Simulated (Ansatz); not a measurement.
## Ionic part of the dielectric constant of MgO at 40 GPa, mode by mode

Method: Ansatz 0.2.0, DFT PBE, scalar-relativistic, plane waves, PAW. Plane waves to 420 eV; Γ-centred k mesh 10×10×10; fixed occupations. No spin polarisation. Phonons by linear response, acoustic sum rule imposed.

It takes space group Fm-3m (No. 225, cubic). Conventional cell: a = 4.001 Å, b = 4.001 Å, c = 4.001 Å, α = 90.00°, β = 90.00°, γ = 90.00°. Mg (site symmetry m-3m) has 6 O at 2.00 Å as nearest neighbours. O (site symmetry m-3m) is surrounded by 6 Mg at 2.00 Å.

Other phases may be more stable at this pressure.

The primitive cell has V = 16.01 Å³ and ε∞,xx = 3.060. Each polar mode adds Δε = (4.92064×10⁷/V)·S/ν² along x, with S its oscillator strength in e²/amu, ν in cm⁻¹ and V in Å³.

Problem. From these modes, find each Δε and ε0,xx.
| ν (cm⁻¹) | S_xx (e²/amu) |
| --- | --- |
| 540.9 | 0.383 |

Solution.
```json
{"ν (cm⁻¹)": "540.9", "Δε": "4.02"}
```

The sum is 4.022, so ε0,xx = 7.08; the run's tensor has 7.08.

Problem. Where do the longitudinal modes lie for a wave vector along x?

Solution. At 823 cm⁻¹. The Lyddane–Sachs–Teller product Π(ν_LO/ν_TO)² = 2.31 matches ε0/ε∞ = 2.31.

Cost: 1 run of about 0.077 core-minutes, on Intel Xeon 6975P-C (Granite Rapids) (shared hosts).

The lattice supplies more of the static permittivity of compressed MgO than the electrons do: the single polar mode adds 4.02, against an ε∞ of 3.060 that already includes the vacuum term. This mode is the rigid motion of the Mg sublattice against the O sublattice, and cubic symmetry makes its response the same along every axis. Its oscillator strength, taken with the Mg–O reduced mass, implies a Born effective charge close to the formal ionic charge, as expected for a strongly ionic oxide with little dynamic charge transfer.

The same charge produces the macroscopic field that lifts the longitudinal mode to 823 cm⁻¹, only partly screened by the electrons. The transverse mode lies well above its familiar ambient-pressure position, and the static permittivity is correspondingly lower. Shorter Mg–O contacts strengthen the short-range repulsion, and the inverse-square dependence on frequency outweighs the gain from a smaller cell volume. The Lyddane–Sachs–Teller agreement confirms internal consistency, not the accuracy of the frequency or of ε∞ against experiment.
